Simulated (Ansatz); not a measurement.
A 2-atom cell of KF started from a crystallographic database, relaxed with r2SCAN. It is cubic, Fm-3m (No. 225); conventional cell a = 5.318 Å, 18.80 Å³ an atom. K has 6 F at 2.66 Å; F has 6 K at 2.66 Å.

The questions ask for values computed with Ansatz 0.2.0 on this geometry. Calculated for a static, non-magnetic cell.

Given (8×8×8 mesh): PBE gives a direct gap of 6.26 eV at Γ.

**Question.** How does the gap change from PBE to r2SCAN (8×8×8)?

**Answer.** With r2SCAN the gap is 6.91 eV and direct, at Γ. The gap differs by +0.65 eV from PBE's.

**Question.** Estimate the gap with HSE06 on 6×6×6.

**Answer.** HSE06 gives a direct gap of 8.26 eV at Γ. The gap differs by +2.00 eV from PBE's.

**Question.** Estimate the gap with DDH-PBE0 on 6×6×6.

**Answer.** The DDH-PBE0 gap is direct at Γ: 11.92 eV. The share of exact exchange is 0.501. The gap differs by +5.66 eV from PBE's.

**Question.** What does PBE0 give for the gap (6×6×6 mesh)?

**Answer.** The PBE0 gap is direct at Γ: 9.04 eV. The gap differs by +2.78 eV from PBE's.

**Question.** Order these levels by the gap that they give, smallest first.
A. LDA
B. PBE0
C. PBE
D. HSE06
E. r2SCAN
F. DDH-PBE0
G. r2SCAN0
H. Hartree-Fock

**Answer.** A (5.88 eV), C (6.26 eV), E (6.91 eV), D (8.26 eV), B (9.04 eV), G (9.42 eV), F (11.92 eV), H (17.61 eV).

**Question.** What does G0W0@PBE with 278 empty bands, a screening cutoff of 220 eV and a 4×4×4 mesh give?

**Answer.** 9.82 eV (the shift on the mesh added to PBE's least gap). The quasiparticle gap on this mesh is 9.82 eV (direct at Γ), against 6.26 eV from PBE: +3.56 eV. Renormalisation factors Z lie between 0.78 and 0.89. The G0W0 figures hold for the stated bands, cutoff and mesh and aren't extrapolated.

**Question.** Roughly how does the cost of the Hartree-Fock run (6×6×6) compare with r2SCAN's (8×8×8)?

**Answer.** About 17 times as much (80 core-seconds against 5 core-seconds, on 2 threads of Arm Neoverse N1, on a shared host).

The meshes of the hybrids are coarse, so their gaps aren't converged to the digits shown.
